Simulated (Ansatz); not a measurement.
# Two Ansatz runs on Lu

The cell is COD entry 1538083, as deposited and not checked against the literature; nothing was relaxed. The listed cell was then made from it by scaling, straining or moving an atom.

First run: DFT, PBE, PAW with Ansatz's default frozen-core files, scalar-relativistic (Ansatz 0.2.0).

Command: `ansatz run input.yaml --threads 1 --pin off --max-ram 2048MiB --backend cpu --events-out ev --progress --plain --runs-dir out` The run took about 14 s on 1 thread of a shared machine.

```yaml
crystal:
  lattice:
    - [3.4804025462, 0.0, 0.0]
    - [-1.7402012731, 3.0141170205, 0.0]
    - [0.0, 0.0, 5.519819637]
  atoms:
    - { symbol: Lu, position: [0.3333333333, 0.6666666667, 0.25] }
    - { symbol: Lu, position: [0.6666666667, 0.3333333333, 0.75] }
kpoints:
  mp_grid: { grid: [13, 13, 8] }
scf:
  occupations: { method: fermi_dirac, width: 0.03 }
hamiltonian:
  xc: pbe
  pseudopotentials: { kind: paw }
output:
  forces: true
  stress: true
  eigenvalues: true
  efg: { contact_densities: true }
```

Result: converged; pressure 0.24 GPa; no gap on the k mesh; 8 SCF iterations.

No spin–orbit coupling, which matters for the heavy atoms here.

A second input differs as follows:

```diff
@@ -1,7 +1,7 @@
 crystal:
   lattice:
-    - [3.4804025462, 0.0, 0.0]
-    - [-1.7402012731, 3.0141170205, 0.0]
-    - [0.0, 0.0, 5.519819637]
+    - [6.57700753, 0.0, 0.0]
+    - [-3.28850377, 5.6958556, 0.0]
+    - [0.0, 0.0, 10.43094724]
   atoms:
     - { symbol: Lu, position: [0.3333333333, 0.6666666667, 0.25] }
@@ -11,4 +11,5 @@
 scf:
   occupations: { method: fermi_dirac, width: 0.03 }
+  max_iter: 50
 hamiltonian:
   xc: pbe
```

Question: What is wrong with it, and what does the program do?

Answer: The fault is a lattice typed in bohr. The run converged; pressure -0.68 GPa; no gap on the k mesh; 12 SCF iterations. The numbers describe a strongly squeezed or stretched cell, not the crystal at ambient pressure. The log ends:
```
            electrostatic potential = -13851.640096 V   contact ρ = 6965200.769158 e/Å³
--- Band table (eV; the first three rows and the last of 105) ---
  k-point 0: bands = ["-59.0873", "-59.0873", "-29.6776", "-29.6776", "-29.6776", "-29.6776", "-29.6711", "-29.6710", "-7.7503", "-7.7503", "-7.7503", "-7.7503", "-7.7490", "-7.7490", "-7.7488", "-7.7488", "-7.7462", "-7.7462", "-7.7461", "-7.7461", "-7.7441", "-7.7440", "-2.5609", "-1.9932", "0.3655", "0.5458", "0.5639", "0.5639", "0.5682", "0.5951", "0.5951", "0.6407", "0.6407", "0.7948", "0.7948"]
  k-point 1: bands = ["-59.0873", "-59.0873", "-29.6776", "-29.6776", "-29.6776", "-29.6776", "-29.6711", "-29.6710", "-7.7503", "-7.7503", "-7.7503", "-7.7503", "-7.7490", "-7.7490", "-7.7488", "-7.7488", "-7.7462", "-7.7462", "-7.7461", "-7.7461", "-7.7441", "-7.7440", "-2.5447", "-2.0238", "0.3871", "0.5582", "0.5582", "0.5623", "0.5903", "0.5903", "0.5982", "0.6535", "0.6535", "0.7927", "0.7927"]
  k-point 2: bands = ["-59.0873", "-59.0873", "-29.6776", "-29.6776", "-29.6776", "-29.6776", "-29.6711", "-29.6711", "-7.7503", "-7.7503", "-7.7503", "-7.7503", "-7.7490", "-7.7490", "-7.7488", "-7.7488", "-7.7462", "-7.7462", "-7.7462", "-7.7462", "-7.7441", "-7.7440", "-2.4971", "-2.1046", "0.4231", "0.5454", "0.5497", "0.5497", "0.5780", "0.5780", "0.6821", "0.6821", "0.7714", "0.7851", "0.7851"]
  k-point 104: bands = ["-59.0873", "-59.0873", "-29.6776", "-29.6776", "-29.6776", "-29.6776", "-29.6711", "-29.6711", "-7.7503", "-7.7503", "-7.7503", "-7.7503", "-7.7490", "-7.7490", "-7.7489", "-7.7489", "-7.7462", "-7.7462", "-7.7462", "-7.7462", "-7.7440", "-7.7440", "-1.8943", "-1.8943", "0.3482", "0.3482", "0.4076", "0.4076", "0.5241", "0.5241", "0.6600", "0.6600", "0.7956", "0.7956", "1.0797"]
```
